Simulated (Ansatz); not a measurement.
# SnS2: all-electron results

```
Sn S
1.0
     3.59830    0.00000    0.00000
    -1.79915    3.11622    0.00000
     0.00000    0.00000    5.49400
Sn S
1 2
Cartesian
  0.0000 0.0000 0.0000
  1.7992 1.0387 1.4499
  0.0000 2.0775 4.0441
```

Atoms are numbered in the order listed.

The cell comes from COD entry 7038081, which wasn't checked; take it as a given geometry.

No spin–orbit coupling, which matters for the heavy atoms here.

Methods: DFT, PBE, all-electron LAPW, scalar-relativistic (Ansatz 0.2.0); DFT, PBE, PAW with Ansatz's default frozen-core files, scalar-relativistic (Ansatz 0.2.0).

For LAPW: a Γ-centred 10×10×6 k mesh, Fermi–Dirac smearing of 0.01 eV, basis error target 1 meV/atom, no spin polarisation. PAW takes a cutoff of 420 eV at this cell. The Ansatz runs share mesh, smearing and spin set-up. Values come from LAPW unless marked.

```
Pressure at this cell                                                                                                  : 92.0 kbar
Band gap                                                                                                               : 1.10 eV
Stress xx, yy, zz (compression positive)                                                                               : 9.13, 9.13, 9.36 GPa
Largest force                                                                                                          : 0.00878 Ha/bohr on S2
Smallest direct gap on the path                                                                                        : 1.81 eV
Löwdin charges (with 0.15 e of the cell spilling out of the atomic basis, so their sizes and signs hang on that basis) : Sn1 0.76, S2 -0.30 e
Bader charges (from the PAW run)                                                                                       : Sn1 +1.59, S2 -0.79 e
Volume per atom                                                                                                        : 20.53 Å³
```
